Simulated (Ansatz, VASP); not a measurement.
**BiTe: VASP beside Ansatz**

```xyz
2
Lattice="0.0000 3.1695 3.1695 3.1695 0.0000 3.1695 3.1695 3.1695 0.0000" Properties=species:S:1:pos:R:3 pbc="T T T"
Bi    0.0000    0.0000    0.0000
Te    3.1695    3.1695    3.1695
```

Change from the starting cell: volume scaled by 0.9405.

Alike in both runs: task single point; functional PBE; k mesh 10 × 10 × 10; occupations fermi-dirac, width 0.03 eV; no spin polarisation.

|  | VASP | Ansatz |
| --- | --- | --- |
| version | VASP 6.6.1 | Ansatz 0.2.0 |
| potentials or method | VASP PAW PBE potentials, release 64 (Bi_d, Te), cutoff 520 eV | all-electron LAPW, scalar-relativistic |

Ansatz gave:

| Quantity | Value |
| --- | --- |
| pressure (GPa) | 4.4 |

Task: Estimate VASP's values.

Result: Pressure (GPa): 4.3.

Ansatz ran all-electron here, so the differences hold the error of VASP's frozen core and of both bases.
